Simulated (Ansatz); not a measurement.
# ZnTe under a change: pressure 60 GPa

The parent structure is ZnTe in the zinc blende structure (space group F-43m, No. 216; a = 6.1791 Å).

The change: a hydrostatic pressure of 60 GPa.

Calculations: PBE/PAW in Ansatz (a quantum-chemistry and plane-wave program), spin-orbit coupling left out. k-mesh 9×9×9 (Γ-centred); smearing 0.05 eV (Fermi–Dirac).

The volume per atom decreases by 11.02 Å³ (29.49 Å³ → 18.47 Å³) and the density rises by 3.243 g/cm³ (5.43 g/cm³ → 8.68 g/cm³). The lattice parameter a shrinks by 1.687 bohr to 9.990 bohr and the shortest interatomic distance decreases by 0.730 bohr (5.056 bohr → 4.326 bohr). The enthalpy H = E + PV relative to the base's energy is +8.25 eV/atom and the band gap falls by 0.132 eV (1.08 eV → 0.94 eV). The gap character goes from direct at Γ to indirect, Γ → a point along ⟨100⟩, about 1.1 Å⁻¹ from Γ and the smallest direct gap increases by 2.55 eV, from 1.08 eV to 3.63 eV. The width of the top valence band grows by 2.87 eV to 5.30 eV and the electron mass changes from 0.077 mₑ (at Γ) to 2.2 mₑ along k, 0.21 mₑ across (off the special points). The hole mass (degenerate bands, along [100]) goes from 0.078, 0.48, 0.48 mₑ (at Γ) to 0.16, 0.21, 0.21 mₑ (at Γ) and the valley order (the lowest conduction-band minima on the path, energy above the VBM, named in the base's zone) becomes a point along ⟨100⟩, about 0.9 Å⁻¹ from Γ 0.95 eV; L along ⟨111⟩ 2.37 eV (base: Γ 1.08 eV; L along ⟨111⟩ 1.74 eV; a point along ⟨100⟩, about 0.9 Å⁻¹ from Γ 2.28 eV).

Final structure:

```
ZnTe
1.0
    0.00000     2.64331     2.64331
    2.64331     0.00000     2.64331
    2.64331     2.64331     0.00000
Te Zn
1 1
Cartesian
  3.96496   3.96496   3.96496
  0.00000   0.00000   0.00000
```

Spin-orbit coupling, missing from the scalar runs, can matter with Te. Load acts through the strain it causes; cell and atoms are relaxed under it. Masses are band curvatures over ±0.01 Å⁻¹ around the edge. Along k means along the line from Γ to the band edge. Stability against distortions was not tested. Measured, ZnTe leaves this structure (for cinnabar) near 9.5 GPa (temperature not stated; as listed in Datta, Sujoy, Jana, Debnarayan, arXiv (2020)), on rising pressure, with hysteresis.
